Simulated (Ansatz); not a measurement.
# Iridium, hcp under PBE: structure, energy and stiffness

The plan for iridium in the hcp structure: relax it, solve it on a dense k-mesh, then scale the cell to 7 volumes from 88 to 112 % of the relaxed one and try a fit of the equation of state. The start is ferromagnetic. The k-meshes are 13×13×7 for the relaxation; 22×22×12 for the dense run; 15×15×8 for the volumes.

This is Ir in the hcp structure; at room conditions it is fcc.

Method: DFT PBE, plane waves (420 eV) with PAW, scalar-relativistic, in Ansatz 0.2.0.

### 1 The system as given

The structure is hexagonal, space group P6_3/mmc (No. 194). Conventional cell: a = 2.715 Å, b = 2.715 Å, c = 4.433 Å, α = 90.00°, β = 90.00°, γ = 120.00°. Ir (site symmetry -6m2) has 12 Ir at 2.71 Å as nearest neighbours.

Coordinates:

```cif
data_structure
_symmetry_space_group_name_H-M 'P 1'
_symmetry_Int_Tables_number 1
_cell_length_a 2.7149
_cell_length_b 2.7149
_cell_length_c 4.4334
_cell_angle_alpha 90.000
_cell_angle_beta 90.000
_cell_angle_gamma 120.000
_cell_volume 28.30
loop_
_atom_site_label
_atom_site_type_symbol
_atom_site_fract_x
_atom_site_fract_y
_atom_site_fract_z
_atom_site_occupancy
Ir1 Ir 0.33333 0.66667 0.25000 1
Ir2 Ir 0.66667 0.33333 0.75000 1
```

The atoms start with moments of +1 ×2 μB.

### 2 Geometry optimisation

input.yaml

```yaml
crystal:
  lattice:
    - [2.7148619862, 0.0, 0.0]
    - [-1.3574309931, 2.3511394478, 0.0]
    - [0.0, 0.0, 4.4333696235]
  atoms:
    - { symbol: Ir, position: [0.3333333333, 0.6666666667, 0.25], spin: 1.0 }
    - { symbol: Ir, position: [0.6666666667, 0.3333333333, 0.75], spin: 1.0 }
hamiltonian:
  xc: pbe
  pseudopotentials:
    kind: paw
    azcp:
      Ir: "pseudopotentials/Ir.paw.azcp"
basis:
  ecutwfc: 420
  fft_grid_basis: typed
kpoints:
  mp_grid: { grid: [13, 13, 7], shift: [0, 0, 0] }
magnetization:
  spin_polarized: true
scf:
  occupations: { method: fermi_dirac, width: 0.05 }
relax:
  max_steps: 60
  f_tol: 0.01
  cell: {}
```

On the command line:

```console
> ansatz run input.yaml --threads 2 --pin off --max-ram 6144MiB --backend cpu --events-out ev --progress --plain --runs-dir out
```

The runs that follow: Single point on a dense mesh; Volume × 0.88; Volume × 0.92; Volume × 0.96; Volume × 1.0; Volume × 1.04; Volume × 1.08; Volume × 1.12.

Before running it: what results should come out? Wanted: space group; conventional cell; volume; shortest distance; gap on the mesh; magnetic state; relative to fcc; V₀, B₀, B₀′.

As calculated:

| quantity | value |
| --- | --- |
| space group (spins left aside) | P6_3/mmc (No. 194) |
| conventional cell | a = 2.746 Å, c = 4.462 Å (c/a = 1.625) |
| volume | 14.571 Å³/atom |
| shortest distance | 2.737 Å |
| gap on the mesh | none (levels filled in part) |
| magnetic state | non-magnetic |
| relative to fcc | +79 meV/atom |
| V₀, B₀, B₀′ | 14.562 Å³/atom, 343 GPa, 5.1 |

The relaxation enlarged the cell by 3.0 % in volume. It lies 79 meV/atom above the element's reference form at the same level (fcc, from a run of its own). The starting moments do not survive. No gap shows: it is a metal or semimetal at this level. The fitted modulus is 343 GPa, among the stiffest elements; letting shape and positions relax at each volume could only lower it. Relaxation kept the symmetry; phonons were not checked.
